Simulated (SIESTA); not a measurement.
The system is GaSb.

```
CELL_PARAMETERS angstrom
0.00000 3.05900 3.05900
3.05900 0.00000 3.05900
3.05900 3.05900 0.00000
ATOMIC_POSITIONS crystal
Sb 0.75000 0.75000 0.75000
Ga 0.00000 0.00000 0.00000
```

Base run:

```yaml
Program: SIESTA 5.4.2
Functional: PBE
Potentials_or_basis: PseudoDojo 0.4 standard (PBE files)
Basis: DZP (energy shift 0.003 Ry; two zetas on semicore shells)
Grid_cutoff: 800 Ry
Energy_shift: 0.003 Ry
k_mesh: 8 × 8 × 8
Occupations: fermi-dirac, width 0.05 eV
Spin: no spin polarisation
```

Its results: band gap on the k mesh 0.14 eV, direct; pressure 2.5 GPa.

After a change of settings the same cell gave: band gap on the k mesh 0.30 eV, direct; pressure 4.1 GPa. Which change was it?
A. basis from DZP (energy shift 0.003 Ry; two zetas on semicore shells) to SZ (energy shift 0.003 Ry)
B. functional from PBE to LDA; potentials or basis from PseudoDojo 0.4 standard (PBE files) to PseudoDojo 0.4 standard (LDA files)
C. potentials or basis from PseudoDojo 0.4 standard (PBE files) to PseudoDojo 0.4 stringent (PBE files); valence electrons from 28 to 44
D. functional from PBE to RPBE

D.

RPBE binds less tightly than PBE, so the same cell stands under more pressure.

Caveats: spin-orbit coupling is left out, which moves the levels of the heavy elements; the basis of atomic orbitals isn't converged, which shifts pressures, moduli and gaps; the potentials were made for another functional, which shifts forces and pressure (some runs).
